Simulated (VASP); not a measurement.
Input of a VASP 6.6.1 run:

File INCAR:

```
SYSTEM = MgO
PREC     = Accurate       ! precision mode
ENCUT    = 520            ! plane-wave cutoff, eV
EDIFF    = 1E-6           ! SCF threshold, eV
ISMEAR   = 0              ! smearing method
SIGMA    = 0.02           ! smearing width, eV
LREAL    = .FALSE.        ! projectors in reciprocal space
LASPH    = .TRUE.         ! aspherical terms in the spheres
NELM     = 100            ! most SCF steps
ALGO     = Normal         ! electronic algorithm
ISIF     = 2              ! what is computed and relaxed
LWAVE    = .FALSE.        ! write WAVECAR
LCHARG   = .TRUE.         ! write CHGCAR
GGA      = PE             ! functional
LELF     = .TRUE.         ! ELF
LVHAR    = .TRUE.       
NBANDS   = 16             ! bands
```

The input KPOINTS:

```
Automatic mesh
0
G
  9 9 6
  0 0 0
```

File POSCAR:

```
MgO
1.0
    3.5209243497      0.0000000000      0.0000000000
   -1.7604621748      3.0492099316      0.0000000000
    0.0000000000      0.0000000000      4.2373703186
Mg O
2 2
Direct
    0.6666666667      0.3333333333      0.7500000000
    0.3333333333      0.6666666667      0.2500000000
    0.6666666667      0.3333333333      0.2500000000
    0.3333333333      0.6666666667      0.7500000000
```

Potentials or basis: VASP PAW PBE potentials, release 64 (Mg, O).

The run is started by

```console
$ cat potpaw_PBE.64/Mg/POTCAR potpaw_PBE.64/O/POTCAR > POTCAR
$ mpirun -np 1 vasp_std > vasp.out
```

Problem. Predict the pressure.

Solution. -0.5 GPa.

Problem. Predict the band gap on the k mesh.

Solution. 3.26 eV, direct.

Stress tensor (GPa, compression positive):
```
-0.51  0.00  0.00
 0.00 -0.51  0.00
 0.00  0.00 -0.62
```
